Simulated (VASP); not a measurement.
Write the native input for VASP 6.6.1 that does the following.

| Item | Value |
| --- | --- |
| Task | single point |
| Functional | HSE06 |
| Potentials or basis | VASP PAW PBE potentials, release 64 (Ga_d, N) |
| Cutoff | 450 eV |
| k mesh | 8 × 8 × 8 |
| Occupations | fermi-dirac, width 0.05 eV |
| Spin | no spin polarisation |
| Grid for exact exchange (PRECFOCK) | Normal |
| Screening parameter | 0.2 1/A |
| Further INCAR settings | ALGO = Normal; EDIFF = 1e-06; NBANDS = 16 |

The system is GaN.

```
Ga N
1.0
     0.00000    2.25000    2.25000
     2.25000    0.00000    2.25000
     2.25000    2.25000    0.00000
Ga N
1 1
Direct
  0.00000 0.00000 0.00000
  0.25000 0.25000 0.25000
```

The cell was built by a generator and needn't be a form met in nature.

These files were run (other wordings do the same):

POSCAR

```
GaN
1.0
    0.0000000000      2.2500000000      2.2500000000
    2.2500000000      0.0000000000      2.2500000000
    2.2500000000      2.2500000000      0.0000000000
Ga N
1 1
Direct
    0.0000000000      0.0000000000      0.0000000000
    0.2500000000      0.2500000000      0.2500000000
```

INCAR.step1

```
PREC     = Accurate       # precision mode
ENCUT    = 450            # plane-wave cutoff, eV
EDIFF    = 1E-5           # SCF threshold, eV
ISMEAR   = -1             # smearing method
SIGMA    = 0.05           # smearing width, eV
LREAL    = F              # projectors in reciprocal space
LASPH    = T              # aspherical terms in the spheres
NELM     = 80             # most SCF steps
ALGO     = Normal         # electronic algorithm
ISIF     = 2              # what is computed and relaxed
LWAVE    = T              # write WAVECAR
LCHARG   = F              # write CHGCAR
NBANDS   = 16             # bands
LELF     = F              # ELF
KPAR     = 4            
GGA      = PE             # functional
```

INCAR.step2

```
PREC     = Accurate       # precision mode
ENCUT    = 450            # plane-wave cutoff, eV
EDIFF    = 1E-6           # SCF threshold, eV
ISMEAR   = -1             # smearing method
SIGMA    = 0.05           # smearing width, eV
LREAL    = F              # projectors in reciprocal space
LASPH    = T              # aspherical terms in the spheres
NELM     = 80             # most SCF steps
ALGO     = Normal         # electronic algorithm
ISIF     = 2              # what is computed and relaxed
LWAVE    = F              # write WAVECAR
LCHARG   = F              # write CHGCAR
GGA      = PE             # functional
LHFCALC  = T              # exact exchange
HFSCREEN = 0.2            # screening, 1/A
PRECFOCK = Normal       
NBANDS   = 16             # bands
LELF     = F              # ELF
KPAR     = 4            
ISTART   = 1
```

KPOINTS

```
Automatic mesh
0
Gamma
  8 8 8
```

Potentials or basis: VASP PAW PBE potentials, release 64 (Ga_d, N).

Run with:

```console
$ cat potpaw_PBE.64/Ga_d/POTCAR potpaw_PBE.64/N/POTCAR > POTCAR
$ cp INCAR.step1 INCAR
$ mpirun -np 4 vasp_std > vasp.out
$ cp INCAR.step2 INCAR
$ mpirun -np 4 vasp_std > vasp.out
```

Results of the run:

```yaml
Band_gap_on_the_k_mesh: 3.03 eV, direct
```

It took 22 min on 4 MPI ranks on Intel(R) Xeon(R) Platinum 8488C (Sapphire Rapids), with other jobs on the host, peak memory 0.24 GiB a rank.
